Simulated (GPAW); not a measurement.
Ag, 1 atom in the cell. Symmetry: Fm-3m, No. 225, cubic system. Conventional cell: a = 4.085 Å, b = 4.085 Å, c = 4.085 Å, α = 90.00°, β = 90.00°, γ = 90.00°. Ag (site symmetry m-3m) has 12 Ag at 2.89 Å as nearest neighbours. 

```yaml
Program: GPAW 26.7.0
Task: relaxation of cell and atoms
Functional: PBEsol
Potentials_or_basis: PAW data sets generated in the run's folder for this functional
Cutoff: 600 eV
Basis: pw
k_mesh: 11 × 11 × 11
Occupations: fermi-dirac, width 0.05 eV
Spin: no spin polarisation
Maxiter: 150
Optimizer: FIRE
Fmax: 0.02 eV/Å
Max_steps: 100
Convergence: density=1e-05 forces=0.0001
```

Potentials or basis: PAW data sets generated in the run's folder for this functional, pw.

Launch:

```sh
$ gpaw-setup -f PBEsol Ag
$ OMP_NUM_THREADS=1 python run.py
```

Hardware: 1 thread of Arm Neoverse V2, with other jobs on the host.

Task: Estimate the wall time of this run.

Result: Run time: 34 s on 1 thread of Arm Neoverse V2, on a shared host, peak memory 0.17 GiB. Counts: scf iterations 27, plane waves 578, bands 18, k points 56, ion steps 3.
